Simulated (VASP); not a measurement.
# Al2O3 (R-3c) in VASP: a series of runs, part 2 of 2

VASP 6.6.1.

### 4 Relaxation of cell and atoms, PBEsol

INCAR reads:

```
SYSTEM = Al2O3
ALGO     = Normal         ! electronic algorithm
EDIFF    = 1E-6           ! SCF threshold, eV
EDIFFG   = -0.01          ! ionic threshold
ENCUT    = 600            ! plane-wave cutoff, eV
GGA      = PS             ! functional
IBRION   = 2              ! ionic algorithm
ISIF     = 3              ! what is computed and relaxed
ISMEAR   = -1             ! smearing method
LASPH    = .True.         ! aspherical terms in the spheres
LCHARG   = .False.        ! write CHGCAR
LREAL    = .False.        ! projectors in reciprocal space
LWAVE    = .False.        ! write WAVECAR
NELM     = 80             ! most SCF steps
NSW      = 40             ! ionic steps
PREC     = Accurate       ! precision mode
SIGMA    = 0.05           ! smearing width, eV
```

KPOINTS reads:

```
k-points
0
Gamma
  4 4 4
  0 0 0
```

POSCAR reads:

```
Al2O3
1.0
    2.7481872800      0.0000000000      4.3310000000
   -1.3740936400      2.3800000000      4.3310000000
   -1.3740936400     -2.3800000000      4.3310000000
Al O
4 6
Direct
    0.3522000000      0.3522000000      0.3522000000
    0.1478000000      0.1478000000      0.1478000000
    0.6478000000      0.6478000000      0.6478000000
    0.8522000000      0.8522000000      0.8522000000
    0.5563000000     -0.0563000000      0.2500000000
   -0.0563000000      0.2500000000      0.5563000000
    0.2500000000      0.5563000000     -0.0563000000
    0.4437000000      1.0563000000      0.7500000000
    1.0563000000      0.7500000000      0.4437000000
    0.7500000000      0.4437000000      1.0563000000
```

On the command line:

```
$ cat potpaw_PBE.64/Al/POTCAR potpaw_PBE.64/O/POTCAR > POTCAR
$ mpirun -np 1 vasp_std > vasp.out
```

Wall time 2.6 min (1 thread of Intel Xeon Platinum 8375C at 2.90GHz (Ice Lake), shared host); peak memory 0.26 GiB.

The run converged. Its results:

```
Free energy                            : -78.6801 eV
Relaxed volume                         : 8.55 Å³/atom
Relaxed cell                           : a = 5.138 Å, b = 5.138 Å, c = 5.138 Å, α = 55.36°, β = 55.36°, γ = 55.36°
Space group after relaxing (to 0.05 Å) : R-3c (No. 167)
Energy gained by relaxing              : 0.4 meV/atom
Ionic steps                            : 5
Pressure after relaxing                : 0.0 GPa
Largest force after relaxing           : 0.006 eV/Å
Band gap on the k mesh                 : 6.05 eV, direct
```

Forces in eV/Å, atoms in the order of the input:
```
Al   0.000  0.000  0.006
Al   0.000  0.000 -0.006
Al   0.000  0.000 -0.006
Al   0.000  0.000  0.006
O    0.003 -0.002  0.000
O   -0.003 -0.002  0.000
O    0.000  0.003  0.000
O   -0.003  0.002  0.000
O    0.003  0.002  0.000
O    0.000 -0.003  0.000
```

Step by step:
| step | energy change (eV) | largest force (eV/Å) | pressure (GPa) | volume (Å³) |
| --- | --- | --- | --- | --- |
| 1 | 0.0000 | 0.0516 | 1.62 | 84.98 |
| 2 | -0.0012 | 0.0213 | -1.42 | 86.04 |
| 3 | -0.0034 | 0.0242 | -0.07 | 85.57 |
| 4 | -0.0034 | 0.0237 | -0.11 | 85.58 |
| 5 | -0.0035 | 0.0063 | -0.02 | 85.55 |

Final structure:
```cif
data_structure
_symmetry_space_group_name_H-M 'P 1'
_symmetry_Int_Tables_number 1
_cell_length_a 5.1378
_cell_length_b 5.1378
_cell_length_c 5.1378
_cell_angle_alpha 55.355
_cell_angle_beta 55.355
_cell_angle_gamma 55.355
_cell_volume 85.55
loop_
_atom_site_label
_atom_site_type_symbol
_atom_site_fract_x
_atom_site_fract_y
_atom_site_fract_z
_atom_site_occupancy
Al1 Al 0.35205 0.35205 0.35205 1
Al2 Al 0.14795 0.14795 0.14795 1
Al3 Al 0.64795 0.64795 0.64795 1
Al4 Al 0.85205 0.85205 0.85205 1
O1 O 0.55579 0.94421 0.25000 1
O2 O 0.94421 0.25000 0.55579 1
O3 O 0.25000 0.55579 0.94421 1
O4 O 0.44421 0.05579 0.75000 1
O5 O 0.05579 0.75000 0.44421 1
O6 O 0.75000 0.44421 0.05579 1
```

Levels at points of the mesh, in eV from the valence-band top:
| k point | band 21 | band 22 | band 23 | band 24 | band 25 | band 26 | band 27 | band 28 |
| --- | --- | --- | --- | --- | --- | --- | --- | --- |
| (0.00, 0.00, 0.00) | -0.50 | -0.04 | -0.04 | 0.00 | 6.05 | 8.91 | 10.61 | 11.35 |
| (0.50, 0.00, 0.00) | -0.91 | -0.91 | -0.27 | -0.27 | 9.27 | 9.27 | 9.49 | 9.49 |
| (0.50, 0.50, 0.00) | -1.01 | -0.91 | -0.74 | -0.25 | 9.41 | 9.56 | 9.74 | 10.24 |
| (0.50, 0.50, 0.50) | -0.38 | -0.38 | -0.38 | -0.38 | 8.49 | 8.49 | 10.91 | 10.91 |

Caveat: the PAW data sets were made with another functional, which shifts forces and pressure a little.

### 5 Relaxation of cell and atoms, r2SCAN

INCAR: that of step 4 with these lines changed.

```diff
@@ -5,3 +5,2 @@
 ENCUT    = 600            ! plane-wave cutoff, eV
-GGA      = PS             ! functional
 IBRION   = 2              ! ionic algorithm
@@ -11,4 +10,6 @@
 LCHARG   = .False.        ! write CHGCAR
+LMIXTAU  = .True.       
 LREAL    = .False.        ! projectors in reciprocal space
 LWAVE    = .False.        ! write WAVECAR
+METAGGA  = R2SCAN         ! meta-GGA
 NELM     = 80             ! most SCF steps
```

KPOINTS is that of step 4.

POSCAR is that of step 4.

On the command line:

```
$ cat potpaw_PBE.64/Al/POTCAR potpaw_PBE.64/O/POTCAR > POTCAR
$ mpirun -np 1 vasp_std > vasp.out
```

Run time: 14 min. Hardware: 1 thread of Intel Xeon Platinum 8375C at 2.90GHz (Ice Lake), shared host; peak memory 0.29 GiB.

It converged, with:

* Free energy: -96.2948 eV
* Relaxed volume: 8.47 Å³/atom
* Relaxed cell: a = 5.123 Å, b = 5.123 Å, c = 5.123 Å, α = 55.30°, β = 55.30°, γ = 55.30°
* Space group after relaxing (to 0.05 Å): R-3c (No. 167)
* Energy gained by relaxing: 0.2 meV/atom
* Ionic steps: 8
* Pressure after relaxing: 0.0 GPa
* Largest force after relaxing: 0.006 eV/Å
* Band gap on the k mesh: 7.20 eV, direct

Forces on the atoms (eV/Å):
```
Al   0.000  0.000  0.005
Al   0.000  0.000 -0.005
Al   0.000  0.000 -0.005
Al   0.000  0.000  0.005
O    0.005 -0.003  0.000
O   -0.005 -0.003  0.000
O    0.000  0.006  0.000
O   -0.005  0.003  0.000
O    0.005  0.003  0.000
O    0.000 -0.006  0.000
```

Stress tensor (GPa, compression positive):
```
-0.09  0.00  0.00
 0.00 -0.09  0.00
 0.00  0.00  0.15
```

Step by step:
| step | energy change (eV) | largest force (eV/Å) | pressure (GPa) | volume (Å³) |
| --- | --- | --- | --- | --- |
| 1 | 0.0000 | 0.0839 | -0.89 | 84.98 |
| 2 | -0.0010 | 0.0194 | 0.88 | 84.40 |
| 3 | -0.0016 | 0.0354 | 0.28 | 84.61 |
| 4 | -0.0016 | 0.0400 | 0.13 | 84.64 |
| 5 | -0.0016 | 0.0390 | 0.14 | 84.64 |
| 6 | -0.0016 | 0.0373 | 0.20 | 84.62 |
| 7 | -0.0017 | 0.0087 | 0.07 | 84.68 |
| 8 | -0.0017 | 0.0057 | -0.01 | 84.68 |

Final structure:
```xyz
10
Lattice="2.7452 0.0000 4.3249 -1.3726 2.3774 4.3249 -1.3726 -2.3774 4.3249" Properties=species:S:1:pos:R:3 pbc="T T T"
Al    0.0000    0.0000    4.5649
Al    0.0000    0.0000    1.9225
Al    0.0000    0.0000    8.4098
Al    0.0000    0.0000   11.0523
O    -0.1117    1.6494    7.5686
O     1.4843   -0.7280    7.5686
O    -1.3726   -0.9214    7.5686
O     0.1117   -1.6494    5.4061
O    -1.4843    0.7280    5.4061
O     1.3726    0.9214    5.4061
```

Levels at points of the mesh, in eV from the valence-band top:
| k point | band 21 | band 22 | band 23 | band 24 | band 25 | band 26 | band 27 | band 28 |
| --- | --- | --- | --- | --- | --- | --- | --- | --- |
| (0.00, 0.00, 0.00) | -0.53 | -0.05 | -0.05 | 0.00 | 7.20 | 10.13 | 12.00 | 12.63 |
| (0.50, 0.00, 0.00) | -0.94 | -0.94 | -0.29 | -0.29 | 10.46 | 10.46 | 10.76 | 10.76 |
| (0.50, 0.50, 0.00) | -1.05 | -0.93 | -0.79 | -0.27 | 10.60 | 10.83 | 10.94 | 11.50 |
| (0.50, 0.50, 0.50) | -0.40 | -0.40 | -0.40 | -0.40 | 9.66 | 9.66 | 12.21 | 12.21 |

Caveat: the PAW data sets were made with another functional, which shifts forces and pressure a little. r2SCAN opens gaps a little over a GGA but as a rule still falls short of measured ones.

### 6 Summary

```csv
level,potentials or basis,gap on the mesh (eV),pressure (GPa),relaxed volume (Å³/atom),largest force (eV/Å)
LDA,"VASP PAW LDA potentials, release 64 (Al, O)",6.42,0.1,8.34,0.01
PBE,"VASP PAW PBE potentials, release 64 (Al, O)",5.88,0.1,8.74,-
PBEsol,"VASP PAW PBE potentials, release 64 (Al, O)",6.05,0.0,8.55,0.01
r2SCAN,"VASP PAW PBE potentials, release 64 (Al, O)",7.20,0.0,8.47,0.01
```

Alike in all rows: task relaxation of cell and atoms; no spin polarisation; cell relaxed; k mesh 4 × 4 × 4; cutoff (eV) 600; smearing fermi-dirac 0.05 eV.

Caveats: the PAW data sets were made with another functional, which shifts forces and pressure a little (some runs).

Total energies depend on the potentials used, so only differences within one code and one set of settings carry meaning.
